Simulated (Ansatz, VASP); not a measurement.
# GaN in two plane-wave programs, part 2 of 3

One calculation is typed for both programs; each brings its own data sets and cutoff. How far apart do they land? The cell is a member of a volume series, scaled by 1.02 from a relaxed one, so a pressure remains.

VASP 6.6.1 and Ansatz 0.2.0.

So far: The structure; VASP: zone-centre phonons, LDA, volume scaled by 1.02.

### Step 2. VASP: zone-centre phonons, LDA, volume scaled by 1.02 (continued)

Level of this step: LDA; plane waves and PAW (Ga_d, N) (VASP).

OUTCAR, selected parts (step 2):

```text
ion  position               nearest neighbor table
   1  0.667  0.333  0.592-   4 1.94   4 1.94   4 1.94   3 1.95
   2  0.333  0.667  0.092-   3 1.94   3 1.94   3 1.94   4 1.95
   3  0.667  0.333  0.968-   2 1.94   2 1.94   2 1.94   1 1.95
   4  0.333  0.667  0.468-   1 1.94   1 1.94   1 1.94   2 1.95

  LATTYP: Found a hexagonal cell.
 ALAT       =     3.1784778759
 C/A-ratio  =     1.6302640849

 Subroutine GETGRP returns: Found 12 space group operations
 (whereof  6 operations were pure point group operations)

The static configuration has the point symmetry C_3v.
 The point group associated with its full space group is C_6v.

 Found    120 irreducible k-points:

   k-points           NKPTS =    120   k-points in BZ     NKDIM =    120   number of bands    NBANDS=     24

   dimension x,y,z NGX =    28 NGY =   28 NGZ =   40
   dimension x,y,z NGXF=    56 NGYF=   56 NGZF=   80

   ENCUT  =  560.0 eV  41.16 Ry    6.42 a.u.   6.13  6.13 10.00*2*pi/ulx,y,z

   NELECT =      36.0000    total number of electrons

 k-points in reciprocal lattice and weights: Automatic mesh
   0.00000000  0.00000000  0.00000000       0.001
   0.07142857 -0.00000000  0.00000000       0.004
   0.14285714  0.00000000  0.00000000       0.004
   0.21428571  0.00000000  0.00000000       0.004
   0.28571429 -0.00000000  0.00000000       0.004
   0.35714286  0.00000000  0.00000000       0.004
   0.42857143  0.00000000  0.00000000       0.004
   0.50000000  0.00000000  0.00000000       0.002
   0.07142857  0.07142857  0.00000000       0.004
[...]
-1.589238938  2.752642585  0.000000000     0.000000000  0.363287266  0.000000000
     0.000000000  0.000000000  5.181758326     0.000000000  0.000000000  0.192984685

 POSITION                                       TOTAL-FORCE (eV/Angst)
 -----------------------------------------------------------------------------------
      1.58924      0.91755      3.06634        -0.000000     -0.000000      0.000737
     -0.00000      1.83510      0.47546         0.000000      0.000000      0.000737
      1.58924      0.91755      5.01720         0.000000     -0.000000     -0.000737
     -0.00000      1.83510      2.42632        -0.000000      0.000000     -0.000737
 -----------------------------------------------------------------------------------
    total drift:                               -0.000011      0.000006      0.000780

 MACROSCOPIC STATIC DIELECTRIC TENSOR (including local field effects in DFT)
 ------------------------------------------------------
           5.687212    -0.000000     0.000000
          -0.000000     5.687212     0.000000
           0.000000     0.000000     5.859821
 ------------------------------------------------------

 PIEZOELECTRIC TENSOR (including local field effects)  for field in x, y, z        (C/m^2)
          XX          YY          ZZ          XY          YZ          ZX
  --------------------------------------------------------------------------------
  x    -0.00000     0.00000     0.00000     0.00000    -0.00000     0.55529
  y     0.00000    -0.00000     0.00000     0.00000     0.55529    -0.00000
  z     0.50396     0.50396    -1.02354    -0.00000     0.00000     0.00000

 BORN EFFECTIVE CHARGES (including local field effects) (in |e|, cummulative output)
 ---------------------------------------------------------------------------------
 ion    1
    1     2.58937    -0.00000     0.00000
    2    -0.00000     2.58937     0.00000
    3     0.00000    -0.00000     2.72697
 ion    2
    1     2.58937    -0.00000     0.00000
    2    -0.00000     2.58937    -0.00000
    3     0.00000     0.00000     2.72697
 ion    3
    1    -2.58937     0.00000     0.00000
    2     0.00000    -2.58937    -0.00000
    3    -0.00000    -0.00000    -2.72697
 ion    4
    1    -2.58937     0.00000    -0.00000
    2     0.00000    -2.58937     0.00000
    3     0.00000     0.00000    -2.72697

 Eigenvectors and eigenvalues of the dynamical matrix
 ----------------------------------------------------

   1 f  =   20.377853 THz   128.037827 2PiTHz  679.732010 cm-1    84.275990 meV
             X         Y         Z           dx          dy          dz
      1.589239  0.917548  3.066342    -0.000000   -0.000000    0.027629
     -0.000000  1.835095  0.475463    -0.000000   -0.000000   -0.027629
      1.589239  0.917548  5.017201    -0.000000   -0.000000   -0.706567
     -0.000000  1.835095  2.426322     0.000000    0.000000    0.706567

   2 f  =   16.558713 THz   104.041461 2PiTHz  552.339204 cm-1    68.481303 meV
             X         Y         Z           dx          dy          dz
      1.589239  0.917548  3.066342     0.240295   -0.022438   -0.000000
     -0.000000  1.835095  0.475463    -0.240295    0.022438   -0.000000
      1.589239  0.917548  5.017201     0.661768   -0.061793    0.000000
     -0.000000  1.835095  2.426322    -0.661768    0.061793    0.000000

   3 f  =   16.558713 THz   104.041461 2PiTHz  552.339204 cm-1    68.481303 meV
             X         Y         Z           dx          dy          dz
      1.589239  0.917548  3.066342    -0.022438   -0.240295    0.000000
     -0.000000  1.835095  0.475463     0.022438    0.240295    0.000000
      1.589239  0.917548  5.017201    -0.061793   -0.661768   -0.000000
     -0.000000  1.835095  2.426322     0.061793    0.661768   -0.000000

   4 f  =   16.336967 THz   102.648190 2PiTHz  544.942554 cm-1    67.564235 meV
             X         Y         Z           dx          dy          dz
      1.589239  0.917548  3.066342     0.288059   -0.026897   -0.000000
     -0.000000  1.835095  0.475463     0.288059   -0.026897   -0.000000
      1.589239  0.917548  5.017201    -0.642417    0.059986    0.000000
     -0.000000  1.835095  2.426322    -0.642417    0.059986    0.000000

   5 f  =   16.336967 THz   102.648190 2PiTHz  544.942554 cm-1    67.564235 meV
             X         Y         Z           dx          dy          dz
      1.589239  0.917548  3.066342    -0.026897   -0.288059    0.000000
     -0.000000  1.835095  0.475463    -0.026897   -0.288059    0.000000
      1.589239  0.917548  5.017201     0.059986    0.642417   -0.000000
     -0.000000  1.835095  2.426322     0.059986    0.642417   -0.000000

   6 f  =   15.660745 THz    98.399365 2PiTHz  522.386234 cm-1    64.767609 meV
             X         Y         Z           dx          dy          dz
      1.589239  0.917548  3.066342     0.000000    0.000000    0.289362
     -0.000000  1.835095  0.475463     0.000000    0.000000    0.289362
      1.589239  0.917548  5.017201    -0.000000   -0.000000   -0.645190
     -0.000000  1.835095  2.426322    -0.000000   -0.000000   -0.645190

   7 f  =    9.906009 THz    62.241292 2PiTHz  330.428904 cm-1    40.967944 meV
             X         Y         Z           dx          dy          dz
      1.589239  0.917548  3.066342     0.000000   -0.000000   -0.706567
     -0.000000  1.835095  0.475463    -0.000000    0.000000    0.706567
      1.589239  0.917548  5.017201     0.000000    0.000000   -0.027629
     -0.000000  1.835095  2.426322     0.000000   -0.000000    0.027629

   8 f  =    4.217670 THz    26.500402 2PiTHz  140.686329 cm-1    17.442874 meV
             X         Y         Z           dx          dy          dz
      1.589239  0.917548  3.066342     0.661768   -0.061794    0.000000
     -0.000000  1.835095  0.475463    -0.661768    0.061794    0.000000
      1.589239  0.917548  5.017201    -0.240295    0.022438    0.000000
     -0.000000  1.835095  2.426322     0.240295   -0.022438    0.000000

   9 f  =    4.217670 THz    26.500402 2PiTHz  140.686329 cm-1    17.442874 meV
             X         Y         Z           dx          dy          dz
      1.589239  0.917548  3.066342     0.061794    0.661768   -0.000000
     -0.000000  1.835095  0.475463    -0.061794   -0.661768   -0.000000
      1.589239  0.917548  5.017201    -0.022438   -0.240295   -0.000000
     -0.000000  1.835095  2.426322     0.022438    0.240295   -0.000000

  10 f/i=    0.003833 THz     0.024084 2PiTHz    0.127859 cm-1     0.015853 meV
             X         Y         Z           dx          dy          dz
      1.589239  0.917548  3.066342     0.413696   -0.495130    0.000000
     -0.000000  1.835095  0.475463     0.413696   -0.495130    0.000000
      1.589239  0.917548  5.017201     0.185501   -0.222016    0.000000
     -0.000000  1.835095  2.426322     0.185501   -0.222016    0.000000

  11 f/i=    0.003833 THz     0.024084 2PiTHz    0.127859 cm-1     0.015853 meV
             X         Y         Z           dx          dy          dz
      1.589239  0.917548  3.066342    -0.495130   -0.413696   -0.000000
     -0.000000  1.835095  0.475463    -0.495130   -0.413696   -0.000000
      1.589239  0.917548  5.017201    -0.222016   -0.185501   -0.000000
     -0.000000  1.835095  2.426322    -0.222016   -0.185501   -0.000000

  12 f/i=    0.004881 THz     0.030669 2PiTHz    0.162818 cm-1     0.020187 meV
             X         Y         Z           dx          dy          dz
      1.589239  0.917548  3.066342    -0.000000    0.000000    0.645190
     -0.000000  1.835095  0.475463    -0.000000    0.000000    0.645190
      1.589239  0.917548  5.017201    -0.000000    0.000000    0.289362
     -0.000000  1.835095  2.426322    -0.000000    0.000000    0.289362

 MACROSCOPIC STATIC DIELECTRIC TENSOR IONIC CONTRIBUTION
 ------------------------------------------------------
           4.201750    -0.000000     0.000000
          -0.000000     4.201750     0.000000
           0.000000     0.000000     5.070606
 ------------------------------------------------------

 ELASTIC MODULI CONTR FROM IONIC RELAXATION (kBar)
 Direction    XX          YY          ZZ          XY          YZ          ZX
 --------------------------------------------------------------------------------
 XX        -564.1171    257.9932    287.6704      0.0000      0.0000     -0.0000
 YY         257.9932   -564.1171    287.6704      0.0000      0.0000      0.0000
 ZZ         287.6704    287.6704   -540.6583     -0.0000      0.0000      0.0000
 XY           0.0000      0.0000     -0.0000   -411.0552     -0.0000     -0.0000
 YZ           0.0000     -0.0000      0.0000     -0.0000   -132.8759      0.0000
 ZX          -0.0000      0.0000      0.0000     -0.0000      0.0000   -142.0450
 --------------------------------------------------------------------------------

 PIEZOELECTRIC TENSOR IONIC CONTR  for field in x, y, z        (C/m^2)
          XX          YY          ZZ          XY          YZ          ZX
  --------------------------------------------------------------------------------
  x    -0.00000     0.00000     0.00000    -0.00000     0.00000    -0.72694
  y     0.00000    -0.00000     0.00000    -0.00000    -0.70309     0.00000
  z    -0.82896    -0.82896     1.55799     0.00000    -0.00000    -0.00000
```

(Part 2 of 3 ends here.)

[Lines on the potential files, build, host, timing and source positions are cut from VASP's logs without a mark.]

[Logs are printed without paths, hosts, clocks, repeated set-up lines and the standing remarks that a program may print on its own settings, such as how far it seeks lower states.]

[Hosts, paths, dates, database ids (printed as entryN), source tags and the programs' standing remarks are cut or masked in the printed files.]
